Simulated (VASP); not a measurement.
# Cd (Fm-3m) in VASP: density of states with PBE

Aim: the density of states of Cd with PBE.

Everything below comes from runs of VASP 6.6.1. Logs are shortened: lines on timing, memory, paths and dates and some standing lists are left out, and cuts for length are marked.

**1. The structure**

Symmetry: Fm-3m, No. 225, cubic system. Conventional cell: a = 4.627 Å, b = 4.627 Å, c = 4.627 Å, α = 90.00°, β = 90.00°, γ = 90.00°. Around Cd (site symmetry m-3m) lie 12 Cd at 3.27 Å.

The cell was built by a generator and needn't be a form met in nature.

**2. Density of states, PBE**

The input, POSCAR:

```
Cd
1.0
    0.0000000000      2.3133670000      2.3133670000
    2.3133670000      0.0000000000      2.3133670000
    2.3133670000      2.3133670000      0.0000000000
Cd
1
Direct
    0.0000000000      0.0000000000      0.0000000000
```

The input, INCAR.step1:

```
SYSTEM = Cd
ALGO     = Normal         ! electronic algorithm
EDIFF    = 1E-7           ! SCF threshold, eV
ENCUT    = 520            ! plane-wave cutoff, eV
GGA      = PE             ! functional
ISIF     = 2              ! what is computed and relaxed
ISMEAR   = 1              ! smearing method
LASPH    = .TRUE.         ! aspherical terms in the spheres
LCHARG   = .TRUE.         ! write CHGCAR
LREAL    = .FALSE.        ! projectors in reciprocal space
LWAVE    = .FALSE.        ! write WAVECAR
NBANDS   = 12             ! bands
NELM     = 60             ! most SCF steps
PREC     = Accurate       ! precision mode
SIGMA    = 0.1094         ! smearing width, eV
```

The input, KPOINTS.step1:

```
k-points
0
G
  9 9 9
  0 0 0
```

The input, INCAR.step2:

```
SYSTEM = Cd
ALGO     = Normal         ! electronic algorithm
EDIFF    = 1E-7           ! SCF threshold, eV
ENCUT    = 520            ! plane-wave cutoff, eV
GGA      = PE             ! functional
ICHARG   = 11             ! starting density
ISIF     = 2              ! what is computed and relaxed
ISMEAR   = -5             ! smearing method
LASPH    = .TRUE.         ! aspherical terms in the spheres
LCHARG   = .FALSE.        ! write CHGCAR
LORBIT   = 11             ! projections on sites
LREAL    = .FALSE.        ! projectors in reciprocal space
LWAVE    = .FALSE.        ! write WAVECAR
NEDOS    = 2001           ! points of the DOS
NELM     = 60             ! most SCF steps
PREC     = Accurate       ! precision mode
SIGMA    = 0.1094         ! smearing width, eV
```

The input, KPOINTS.step2:

```
k-points
0
G
  14 14 14
  0 0 0
```

Potentials or basis: VASP PAW PBE potentials, release 64 (Cd).

Command:

```
cat potpaw_PBE.64/Cd/POTCAR > POTCAR
cp INCAR.step1 INCAR
cp KPOINTS.step1 KPOINTS
mpirun -np 1 vasp_std > vasp.out
cp INCAR.step2 INCAR
cp KPOINTS.step2 KPOINTS
mpirun -np 1 vasp_std > vasp.out
```

OUTCAR:

```text
SYSTEM = Cd
   EDIFF = 1E-7
   ENCUT = 520
   GGA = PE
   ICHARG = 11
   ISIF = 2
   ISMEAR = -5
   LASPH = .TRUE.
   LORBIT = 11
   LREAL = .FALSE.
   NELM = 60
   PREC = Accurate

 ion  position               nearest neighbor table
   1  0.000  0.000  0.000-

  LATTYP: Found a face centered cubic cell.
 ALAT       =     4.6267340000

  Lattice vectors:

 A1 = (   0.0000000000,   2.3133670000,   2.3133670000)
 A2 = (   2.3133670000,   0.0000000000,   2.3133670000)
 A3 = (   2.3133670000,   2.3133670000,   0.0000000000)

Analysis of symmetry for initial positions (statically):
=====================================================================
 Subroutine PRICEL returns:
 Original cell was already a primitive cell.

 Routine SETGRP: Setting up the symmetry group for a
 face centered cubic supercell.

 Subroutine GETGRP returns: Found 48 space group operations
 (whereof 48 operations were pure point group operations)
 out of a pool of 48 trial point group operations.

The static configuration has the point symmetry O_h .

Analysis of symmetry for dynamics (positions and initial velocities):
=====================================================================
 Subroutine PRICEL returns:
 Original cell was already a primitive cell.

 Routine SETGRP: Setting up the symmetry group for a
 face centered cubic supercell.

 Subroutine GETGRP returns: Found 48 space group operations
 (whereof 48 operations were pure point group operations)
 out of a pool of 48 trial point group operations.

The dynamic configuration has the point symmetry O_h .

 Subroutine INISYM returns: Found 48 space group operations
 (whereof 48 operations are pure point group operations),
 and found     1 'primitive' translations

----------------------------------------------------------------------------------------

                                     Primitive cell

  volume of cell :      24.7607

  direct lattice vectors                    reciprocal lattice vectors
     0.000000000  2.313367000  2.313367000    -0.216135183  0.216135183  0.216135183
     2.313367000  0.000000000  2.313367000     0.216135183 -0.216135183  0.216135183
     2.313367000  2.313367000  0.000000000     0.216135183  0.216135183 -0.216135183

  length of vectors
     3.271594986  3.271594986  3.271594986     0.374357118  0.374357118  0.374357118

  position of ions in fractional coordinates (direct lattice)
[... 87 lines left out ...]
   POTIM  = 0.5000    time-step for ionic-motion
   TEBEG  =    0.0;   TEEND  =   0.0 temperature during run
   PSTRESS=    0.0 pullay stress
   NELECT =      12.0000    total number of electrons
   NUPDOWN=      -1.0000    fix difference up-down
   EMIN   =  10.00;   EMAX   =-10.00  energy-range for DOS
   EFERMI =   0.00;   METHOD = LEGACY
   ISMEAR =    -5;   SIGMA  =   0.11  broadening in eV -4-tet -1-fermi 0-gaus
   EFERMI_NEDOS =   21; number of points for ismear=-14 and -15
   IALGO  =     38    algorithm
   IMIX   =      4    mixing-type and parameters
     AMIX     =   0.40;   BMIX     =  1.00
     AMIX_MAG =   1.60;   BMIX_MAG =  1.00
  volume/ion in A,a.u.               =      24.76       167.09
  Fermi-wavevector in a.u.,A,eV,Ry     =   1.285920  2.430037 22.498471  1.653591
  Thomas-Fermi vector in A             =   2.418026
   LORBIT       =     11    0 simple, 1 ext, 2 COOP (PROOUT), +10 PAW based schemes
   GGA     = PE    functional components
   LHFCALC =     F    Hartree Fock is set to
   AEXX    =    0.0000 exact exchange contribution
   IVDW    =     0    specifies the selected vdW correction
   LEPSILON=     F    determine dielectric tensor
   LRPA    =     F    only Hartree local field effects (RPA)
 non-spin polarized calculation
 Fermi weights with tetrahedron method with Bloechl corrections
  energy-cutoff  :      520.00
  volume of cell :       24.76
 maximum number of plane-waves:       692

 number of electron      12.0000009 magnetization

 Free energy of the ion-electron system (eV)
  ---------------------------------------------------
  ext. energy  EPLUGINS =         0.00000000
  ---------------------------------------------------
  free energy    TOTEN  =        -0.72626843 eV

  energy without entropy =       -0.72626843  energy(sigma->0) =       -0.72626843

 E-fermi :   1.9547     XC(G=0): -10.3336

 val. band max:        1.9527825956   @ k =  -0.4286   0.4286   0.0000
 cond. band min:       1.7878424879   @ k =  -0.3571   0.2857   0.1429
 fundamental gap:     -0.1649401077
 Fermi energy:         1.9547411712

 k-point     1 :       0.0000    0.0000    0.0000
  band No.  band energies     occupation
      1      -6.8500      2.00000
      2      -6.8500      2.00000
      3      -6.8500      2.00000
      4      -6.5076      2.00000
      5      -6.5076      2.00000
      6      -5.9146      2.00000
      7      15.4198      0.00000
      8      15.6886      0.00000
      9      15.6886      0.00000
     10      15.6886      0.00000
[... 287 lines left out ...]
 k-point    24 :       0.2857    0.1429    0.0000
  band No.  band energies     occupation
      1      -7.0140      2.00000
      2      -6.7520      2.00000
      3      -6.6636      2.00000
      4      -6.6296      2.00000
      5      -6.3636      2.00000
      6      -4.0523      2.00000
      7       8.4437      0.00000
      8      11.8441      0.00000
      9      13.2207      0.00000
     10      13.9940      0.00000

 [... further k-points ...]

------------------------ aborting loop because EDIFF is reached ----------------------------------------

  FORCE on cell =-STRESS in cart. coord.  units (eV):
  Direction    XX          YY          ZZ          XY          YZ          ZX
  --------------------------------------------------------------------------------------
  -------------------------------------------------------------------------------------
  Total       -0.3308329     -0.3308329     -0.3308329      0.0000000      0.0000000      0.0000000
  in kB      -21.4069951    -21.4069951    -21.4069951      0.0000000      0.0000000      0.0000000
  external PRESSURE =     -21.4069951 kB  Pullay stress =       0.0000000 kB

 VOLUME and BASIS-vectors are now :
 -----------------------------------------------------------------------------
  energy-cutoff  :      520.00
  volume of cell :       24.76
      direct lattice vectors                 reciprocal lattice vectors
     0.000000000  2.313367000  2.313367000    -0.216135183  0.216135183  0.216135183
     2.313367000  0.000000000  2.313367000     0.216135183 -0.216135183  0.216135183
     2.313367000  2.313367000  0.000000000     0.216135183  0.216135183 -0.216135183

 POSITION                                       TOTAL-FORCE (eV/Angst)
 -----------------------------------------------------------------------------------
      0.00000      0.00000      0.00000        -0.000000     -0.000000      0.000000
 -----------------------------------------------------------------------------------
    total drift:                                0.000000      0.000000      0.000000

  FREE ENERGIE OF THE ION-ELECTRON SYSTEM (eV)
  ---------------------------------------------------
  free  energy   TOTEN  =        -0.7262684269 eV

  energy  without entropy=       -0.7262684269  energy(sigma->0) =       -0.72626843

 total charge

# of ion       s       p       d       tot
------------------------------------------
    1        0.548   0.218   9.496  10.262
```

OUTCAR.step1:

```text
SYSTEM = Cd
   EDIFF = 1E-7
   ENCUT = 520
   GGA = PE
   ISIF = 2
   ISMEAR = 1
   LASPH = .TRUE.
[... 577 lines left out ...]
 POSITION                                       TOTAL-FORCE (eV/Angst)
 -----------------------------------------------------------------------------------
      0.00000      0.00000      0.00000        -0.000000     -0.000000      0.000000
 -----------------------------------------------------------------------------------
    total drift:                               -0.000000      0.000000     -0.000000

  FREE ENERGIE OF THE ION-ELECTRON SYSTEM (eV)
  ---------------------------------------------------
  free  energy   TOTEN  =        -0.7200068855 eV

  energy  without entropy=       -0.7193360469  energy(sigma->0) =       -0.71978327
```

OSZICAR.step1:

```text
N       E                     dE             d eps       ncg     rms          rms(c)
DAV:   1     0.707977087047E+02    0.70798E+02   -0.69120E+03   896   0.972E+02
DAV:   2     0.618033234478E+00   -0.70180E+02   -0.66425E+02   904   0.235E+02
DAV:   3    -0.749048252331E+00   -0.13671E+01   -0.13665E+01   996   0.364E+01
DAV:   4    -0.750762411418E+00   -0.17142E-02   -0.17141E-02   960   0.131E+00
DAV:   5    -0.750766403055E+00   -0.39916E-05   -0.39920E-05  1028   0.633E-02    0.220E+00
DAV:   6    -0.719984958957E+00    0.30781E-01   -0.88927E-02  1028   0.360E+00    0.189E+00
DAV:   7    -0.719448910176E+00    0.53605E-03   -0.82887E-03   976   0.900E-01    0.977E-01
DAV:   8    -0.719962949336E+00   -0.51404E-03   -0.14046E-03   928   0.481E-01    0.583E-02
DAV:   9    -0.720003955509E+00   -0.41006E-04   -0.22987E-05   988   0.447E-02    0.767E-03
DAV:  10    -0.720007013934E+00   -0.30584E-05   -0.24895E-06   952   0.166E-02    0.120E-03
DAV:  11    -0.720006912113E+00    0.10182E-06   -0.17093E-08   640   0.109E-03    0.614E-04
DAV:  12    -0.720006885537E+00    0.26576E-07   -0.32147E-09   532   0.706E-04
   1 F= -.72000689E+00 E0= -.71978327E+00  d E =-.670839E-03
```

Wall time 9.6 s (1 thread of Intel Xeon Platinum 8488C (Sapphire Rapids), shared host); peak memory 0.15 GiB.

Results:

```
Valence electrons inside the program's atomic spheres : Cd 10.26
```

Levels at points of the mesh, in eV from the Fermi level:
```
           k point  band 2  band 3  band 4  band 5  band 6  band 7  band 8  band 9  band 10
(0.00, 0.00, 0.00)   -8.80   -8.80   -8.46   -8.46   -7.87   13.47   13.73   13.73    13.73
(0.50, 0.00, 0.00)   -8.80   -8.80   -8.18   -8.18   -1.81   -1.46   11.47   11.47    12.61
(0.50, 0.50, 0.00)   -9.21   -8.19   -8.10   -8.10   -0.46    0.97    6.40    6.40    10.12
```

States per cell in windows of 0.5 eV (zero at the Fermi level; states under -8 eV left out):
```tsv
from (eV)	total	Cd1_p	Cd1_s	Cd1_d
-8.0	0.02	0.00	0.01	0.00
-7.5	0.05	0.00	0.02	0.00
-7.0	0.07	0.00	0.02	0.00
-6.5	0.08	0.00	0.03	0.00
-6.0	0.09	0.00	0.03	0.00
-5.5	0.10	0.01	0.03	0.01
-5.0	0.11	0.01	0.03	0.01
-4.5	0.12	0.01	0.03	0.01
-4.0	0.14	0.01	0.04	0.01
-3.5	0.14	0.01	0.04	0.01
-3.0	0.15	0.02	0.04	0.01
-2.5	0.17	0.02	0.04	0.01
-2.0	0.18	0.02	0.04	0.01
-1.5	0.18	0.02	0.05	0.01
-1.0	0.20	0.03	0.05	0.01
-0.5	0.20	0.03	0.04	0.01
0.0	0.18	0.03	0.04	0.01
0.5	0.16	0.03	0.02	0.01
1.0	0.22	0.04	0.04	0.01
1.5	0.27	0.05	0.06	0.01
2.0	0.18	0.03	0.04	0.01
2.5	0.24	0.05	0.04	0.02
3.0	0.23	0.05	0.03	0.01
3.5	0.23	0.05	0.03	0.01
4.0	0.27	0.06	0.03	0.02
4.5	0.27	0.06	0.03	0.02
5.0	0.26	0.06	0.02	0.02
5.5	0.29	0.08	0.02	0.02
6.0	0.32	0.09	0.02	0.02
6.5	0.33	0.09	0.02	0.02
7.0	0.34	0.10	0.02	0.02
7.5	0.29	0.08	0.01	0.02
```

Caveat: tetrahedron occupations give inexact forces and stress in metals.
